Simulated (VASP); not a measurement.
Input of a VASP 6.6.1 run:

Contents of INCAR:

```
SYSTEM = SnTe3
  ALGO = Normal
  AMIX = 0.2
  BPARAM = 11.95
  CPARAM = 0.0093
  CSHIFT = 0.1
  EDIFF = 1E-6
  ENCUT = 500
  GGA_COMPAT = .FALSE.
  ISIF = 2
  ISMEAR = 0
  IVDW_NL = 2
  LASPH = .TRUE.
  LCHARG = .FALSE.
  LMIXTAU = .TRUE.
  LNONCOLLINEAR = .TRUE.
  LOPTICS = .TRUE.
  LORBIT = 11
  LREAL = .FALSE.
  LSORBIT = .TRUE.
  LUSE_VDW = .TRUE.
  LWAVE = .FALSE.
  MAGMOM = 0 0 0 0 0 0 0 0 0 0 0 0
  METAGGA = R2SCAN
  NBANDS = 86
  NEDOS = 2000
  NELM = 60
  PREC = Accurate
  SIGMA = 0.01
```

KPOINTS

```
k-points
0
G
  5 5 5
  0 0 0
```

The input POSCAR:

```
SnTe3
1.0
    0.0000000000      3.8612190000      3.8612190000
    3.8612190000      0.0000000000      3.8612190000
    3.8612190000      3.8612190000      0.0000000000
Te Sn
3 1
Direct
    0.5000000000      0.5000000000      0.5000000000
    0.7500000000      0.7500000000      0.7500000000
    0.2500000000      0.2500000000      0.2500000000
    0.0000000000      0.0000000000      0.0000000000
```

Potentials or basis: VASP PAW PBE potentials, release 64 (Te, Sn).

Run with:

```console
$ cat potpaw_PBE.64/Te/POTCAR potpaw_PBE.64/Sn/POTCAR > POTCAR
$ mpirun -np 1 vasp_ncl > vasp.out
```

Q: What does it give for the pressure?

A: -0.7 GPa.

Dielectric function (mean over the directions given):
```
energy (eV)  real part  imaginary part
       0.50     -28.89          377.91
       0.92     -46.55          120.86
       1.42     -13.64           43.29
       1.92     -19.24           15.06
       2.42      -4.82            8.69
       2.92      -0.81           17.42
       3.42     -10.09           15.91
       3.93     -10.41            7.79
       4.43      -7.26            3.21
       4.93      -3.34            2.11
       5.43      -1.58            3.16
       5.93      -1.61            4.24
       6.43      -3.31            2.84
       6.93      -0.39            2.56
       7.43       0.07            6.34
       7.93      -3.43            2.50
       8.44      -2.29            1.79
       8.94      -1.16            1.69
       9.44      -1.24            1.28
       9.94      -0.69            2.22
      10.44      -1.34            1.60
      10.94      -0.85            1.40
      11.44      -1.06            1.11
      11.94      -0.73            1.04
      12.44      -0.79            1.04
      12.95      -0.53            0.77
      13.45      -0.75            0.94
      13.95      -0.64            0.54
      14.45      -0.41            0.68
      14.95      -0.41            0.35
      15.45      -0.43            0.38
      15.95      -0.19            0.25
      16.45      -0.12            0.25
      16.96      -0.11            0.30
      17.46       0.00            0.24
      17.96       0.08            0.26
      18.46       0.05            0.25
      18.96       0.07            0.14
      19.46       0.17            0.13
      19.96       0.18            0.14
```

Caveat: spectra need much finer meshes, so this one isn't converged; independent-particle spectra lack excitons; the PAW data sets were made with another functional, which shifts forces and pressure a little.
